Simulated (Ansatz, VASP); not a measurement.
## SiC in VASP and in Ansatz

```xyz
2
Lattice="0.0000 2.0329 2.0329 2.0329 0.0000 2.0329 2.0329 2.0329 0.0000" Properties=species:S:1:pos:R:3 pbc="T T T"
Si    0.0000    0.0000    0.0000
C     1.0164    1.0164    1.0164
```

Change from the starting cell: volume scaled by 0.8, LAPW.

Alike in both runs: task single point; functional PBE; k mesh 15 × 15 × 15; occupations fermi-dirac, width 0.05 eV; no spin polarisation.

```csv
,VASP,Ansatz
version,VASP 6.6.1,Ansatz 0.2.0
potentials or method,"VASP PAW PBE potentials, release 64 (Si, C), cutoff 520 eV","all-electron LAPW, scalar-relativistic"
```

```tsv
	VASP	Ansatz	Ansatz less VASP
pressure (GPa)	72.6	72.6	+0.06
```

Ansatz ran all-electron here, so the differences hold the error of VASP's frozen core and of both bases.

Caveats: the cell as given lies far from equilibrium; so large a pressure means that the cell lies far from this level's equilibrium, or that cutoff or potentials fall short (VASP). A k mesh can miss the band edges.
